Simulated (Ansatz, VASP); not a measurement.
**Al: VASP beside Ansatz**

```
Al
1.0
     0.00000    1.89552    2.01696
     2.01696    0.00000    2.01696
     2.01696    1.89552    0.00000
Al
1
Direct
  0.00000 0.00000 0.00000
```

Alike in both runs: task single point; functional PBE; k mesh 16 × 16 × 16; occupations gaussian, width 0.1 eV; no spin polarisation.

|  | VASP | Ansatz |
| --- | --- | --- |
| version | VASP 6.6.1 | Ansatz 0.2.0 |
| potentials or method | VASP PAW PBE potentials, release 64 (Al) | scalar-relativistic, plane waves, PAW |
| plane-wave cutoff (eV) | 520 | 420 |
| valence electrons in the cell | 3 | 3 |

```tsv
	VASP	Ansatz	Ansatz less VASP
gap on the k mesh at the Fermi level (eV)	none	none	-
pressure (GPa)	6.5	6.5	+0.04
largest component of the traceless stress (GPa)	3.21	3.21	+0.001
```

A gap of «none» marks a metal or a gap that the smearing closes.
